Q: I have twelve vibration frequencies of hexagonal silicon carbide in front of me, and beyond their rising order I see nothing that connects them. Is there a pattern that one of them could break?

A: There is one, and it comes from how the crystal is stacked. Think of the cell as two double layers lying on top of each other, each made of one sheet of silicon and one sheet of carbon. A symmetry operation of the crystal turns one double layer into the other, so they are equivalent. Every vibration at the zone centre therefore has the two double layers moving either in step or in opposite directions. The pattern links these two families.

ABINIT 10.8.3, density-functional perturbation theory with PBEsol and JTH PAW PBE v2.0 datasets, for hexagonal SiC (P6₃mc, 4 atoms) at the given geometry, without relaxation; 8×8×4 k mesh, plane-wave cutoff 408 eV. Phonon q row 1 is the zone centre; the harmonic frequencies have the acoustic sum rule imposed and include no LO–TO field term.

```
row  phonon q row (row)  phonon frequency (cm⁻¹)
  1                   1                      0.0
  2                   1                      0.0
  3                   1                      0.0
  4                   1                    258.0
  5                   1                    258.0
  6                   1                    552.0
  7                   1                    680.7
  8                   1                    781.3
  9                   1                    792.4
 10                   1                    792.4
 11                   1                    824.6
 12                   1                    824.6
```

Q: How do I tell from a frequency which family it belongs to?

A: By its partners and by its response to infrared light. Two directions in the plane are equivalent, so in-plane motions come in pairs, while motions along the stacking axis c stand alone. When the double layers move in step and silicon moves against carbon, their electric dipoles add up; when the layers move oppositely, the dipoles cancel. The calculation finds infrared strength in rows 7, 11 and 12 only, so these are the in-step optical vibrations: row 7 along c, called A1, and rows 11 and 12 in the plane, called E1.

The remaining vibrations with non-zero frequency are the counter-moving ones. In the plane they are the pairs in rows 4 and 5 and in rows 9 and 10, called E2. Along c they are rows 6 and 8, called B1. Rows 1 to 3 are the whole crystal drifting, set to zero by an imposed sum rule, so those zeros are no test of stability.

Q: And what links the two families?

A: Hold all the carbon sheets still and push the silicon sheets. Each silicon sheet is pulled back by the carbon around it. If silicon sheets don't act on one another, a given sheet feels the same pull whether the next silicon sheet moves with it or against it. The same holds for carbon with silicon held still. What does change between the two families is the coupling between silicon and carbon motion, and that coupling only pushes the two frequencies of a family apart.

Now put this into symbols. Let K be the stiffness with which a sheet is held by the sheets of the other element, M the mass of silicon and m that of carbon. The two uncoupled squared frequencies are K/M and K/m. Coupling shifts one up and the other down by the same amount, so their sum stays fixed:

ω_low² + ω_high² = K/M + K/m

For the family that moves in step, the low member is the drift of the whole crystal, with frequency zero. The sum then consists of the optical vibration alone, and K drops out:

ω_low² + ω_high² (counter-moving) = ω_optical² (in step)

Q: That has no adjustable constant. Does it work?

A: In the plane it works very well. Take the two E2 frequencies and predict E1:

√(258.0² + 792.4²) = √694462 ≈ 833 cm⁻¹

The computed E1 frequency is 825 cm⁻¹, so the rule is about 1% too high relative to it. I would not look for physics in that last per cent, because the wave cutoff was below the recommended one and its effect on the frequencies is untested.

Q: Then why is 258 so far below everything else? I would have called that the odd one out.

A: It is low for a structural reason, and the rule accommodates it. In that vibration each double layer moves nearly as a rigid plate and slides over its neighbour. Within a double layer every atom has three bonds, but between double layers only a single upright bond joins each pair of atoms. Sliding bends that upright bond instead of stretching it, and covalent bonds resist bending much less than stretching.

One can put a size on this with a chain of sheets joined alternately by a strong and a weak spring. The sum and the product of the two squared E2 frequencies determine both springs, and the weak one comes out at roughly an eighth of the strong one. With two springs drawn from two frequencies, this is a translation of the data and no test of the chain.

Q: So which row does break the rule?

A: Row 7, the in-step vibration along c. The same sum with the two B1 frequencies gives

√(552.0² + 781.3²) = √915134 ≈ 957 cm⁻¹

whereas the computed value is 681 cm⁻¹. The prediction is 41% too high relative to the computed frequency. A rule that holds to a per cent for sideways motion fails completely for motion along the stacking axis.

Q: What is different about moving along the axis?

A: Electric charge piles up on the faces of the layers. Silicon carbide is partly ionic, so shifting silicon against carbon polarises a layer. If the shift is sideways, the polarisation runs along the layer and leaves its faces uncharged. If the shift is along c, opposite charges appear on the two faces, and the field between them pulls the atoms back. This field acts as an extra spring.

When neighbouring layers move oppositely, each layer keeps the field of its own faces, so the B1 frequencies contain the extra spring. The frequency in row 7 doesn't. It is the transverse optical, or TO, frequency, defined for a crystal in which the average electric field is zero. The rule compared vibrations with the field to one without it.

Q: Can you put the field back?

A: Yes. A vibration whose wave runs along c and whose atoms also move along c carries the field with it; its frequency is called longitudinal optical, or LO. The Lyddane-Sachs-Teller relation gives it from two dielectric constants, the static one, in which the atoms follow the field, and the electronic one, in which they stay put. The same calculation supplies both along c:

ω_LO = ω_TO √(ε_static/ε_electronic) = 680.7 × √(12.846/7.661) ≈ 881 cm⁻¹

Against this frequency the rule is only 8.5% too high. Because the rule adds squares, the share of the break that the field explains should be counted in squares as well:

(881² − 681²)/(957² − 681²) ≈ 0.69

So the field accounts for about 70% of the break.

Q: What makes up the rest?

A: The assumption that like atoms ignore each other. In a real crystal a silicon sheet feels the next silicon sheet too, through the electrons and through the charges on the ions. The pull on a sheet then does depend on whether its like neighbour moves with it or against it, and the sum of squares is no longer the same in the two families.

The B1 pair gives separate evidence of such forces. If only unlike atoms interacted, the closest the two frequencies could come would be the case without coupling, where silicon and carbon vibrate separately. Their ratio would then be the square root of the mass ratio, 1.53, and any coupling would widen it. The computed ratio is 1.42, closer than unlike-atom forces permit.

Q: I am still uneasy about row 7. Even without the field, shouldn't the vibration along c lie near the one in the plane? The bonds around each atom are almost a regular tetrahedron.

A: Your unease is justified, and this is a separate matter from the rule. A1 lies 144 cm⁻¹ below E1. Both are TO frequencies, so the average field is absent from both, and both move the same masses. The gap therefore measures local stiffness: the squared frequency, and with it the stiffness, is 32% lower along c than in the plane. For a nearly regular tetrahedron that is far too much.

The likely culprit is the geometry. The atoms were not at rest when the vibrations were computed: each felt a force of 0.74 eV/Å along c, with silicon and carbon pushed in opposite directions. The frequencies are thus curvatures of the energy on a slope, not at the bottom of the valley.

Q: How far from the bottom?

A: Divide the force by the stiffness. The stiffness of the A1 motion is its squared angular frequency times the reduced mass of silicon and carbon, which comes to 14.3 eV/Å². The two sublattices are then displaced by about 0.05 Å from rest, or somewhat less if the crystal stiffens on the way back.

The shortest bond in the cell is 1.868 Å. If that is the length of the three slanted bonds, the cell edges fix the upright bond at 1.945 Å, which is stretched. Letting it relax by 0.05 Å brings it to 1.89 Å, close to the length at which all four bonds in this cell would be equal. That is what one expects of tetrahedral bonding, so I take the upright bond to be overstretched. The opposite assignment, with a short upright bond, would lead to a resting structure with clearly unequal bonds.

Q: Would such a small stretch matter so much?

A: It can. A bond is stiff near its natural length and softens quickly as it is pulled, because the energy curve flattens towards dissociation. For a typical covalent bond, a stretch of 0.05 Å costs some tens of per cent of the stiffness. This is an order-of-magnitude estimate, but it is the right order for the gap. The slanted bonds, in turn, are slightly squeezed, which should stiffen E1 and widen the gap from the other side. The proof would be to let the atoms relax and repeat the calculation; A1 should then move up and E1 somewhat down.

Q: Does the bad geometry also spoil your rule?

A: It doesn't make the comparison invalid, but it shifts the frequencies that go into it, so the size of the break and the field's share of it would change somewhat in a relaxed cell. The A1 and B1 frequencies belong to the same strained cell, and the argument about sheets never required the atoms to be at rest. What you should not do is take 681 cm⁻¹ as the place to look for the A1 line in a Raman spectrum, or read the gap between A1 and E1 as a property of the material.

Q: Suppose I am handed the cubic form instead, or a crystal of a single element. What should I look for?

A: Cubic silicon carbide is built from the same double layers in another stacking, and its smallest cell holds just one of them. At the zone centre you would find only the drift of the whole crystal and the in-step optical vibrations; the counterparts of the counter-moving ones lie at the edge of the zone along the stacking direction. The hexagonal cell spans two double layers, so vibrations of that kind appear at its zone centre, which is why its list is longer. In silicon stacked in the hexagonal way, the in-step optical vibrations carry no dipole, so the field's part of the break disappears and only forces between corresponding sheets of the two double layers can upset the rule.
